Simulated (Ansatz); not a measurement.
## Ti: what symmetry allows forces and stress to be

```yaml
crystal:
  lattice:
    - [4.56737, 0.00000, 0.00000]
    - [-2.28369, 3.95546, 0.00000]
    - [0.00000, 0.00000, 2.82624]
  atoms:
    - { symbol: Ti, position: [0.00000, 0.00000, 0.07961] }
    - { symbol: Ti, position: [0.33333, 0.66667, 0.50000] }
    - { symbol: Ti, position: [0.66667, 0.33333, 0.50000] }
```

Level of theory: Ansatz 0.2.0, DFT PBE, scalar-relativistic, plane waves, PAW.

Cutoff 420 eV; k points 9×9×14 on the computed 3-atom cell (Γ-centred); Gaussian smearing, width 0.10 eV; no spin polarisation.

This distorted cell has space group P6mm, with 12 operations.

Question: Without a calculation: in which directions can each atom feel a force?

Answer: A force must be left unchanged by every operation that keeps its atom in place, so it lies in the space that those operations leave fixed. Atoms that the group maps onto each other feel forces of one size.
| atom | site symmetry | operations at the site | equivalent to atom | allowed force (Cartesian) |
| --- | --- | --- | --- | --- |
| Ti1 | 6mm | 12 | 1 | along (0.00, 0.00, 1.00) |
| Ti2 | 3m. | 6 | 2 | along (0.00, 0.00, 1.00) |
| Ti3 | 3m. | 6 | 2 | along (0.00, 0.00, 1.00) |

That leaves 2 independent force components of 9, tied by 1 condition that the forces sum to zero, so 1 remains. A relaxation in this cell that keeps the symmetry moves the atoms in these directions alone.

Question: And the stress tensor?

Answer: It must be invariant under the point group, which leaves 2 independent components: yz, xz, xy vanish; xx = yy.

Question: Do the computed values obey this?

Answer: Yes. Forces (eV/Å):
```
Ti1  0.000  0.000 -1.214
Ti2  0.000  0.000  0.607
Ti3  0.000  0.000  0.607
```

Stress (GPa, compression positive, xx yy zz yz xz xy): 1.63 1.63 1.19 0.00 0.00 0.00. The program imposes the same operations on density, forces and stress, so this confirms the analysis and is no independent test of the calculation.

This form isn't the element's structure at ambient conditions.

Cost: 1 run of about 0.27 core-minutes, on Arm Neoverse N1 (shared hosts).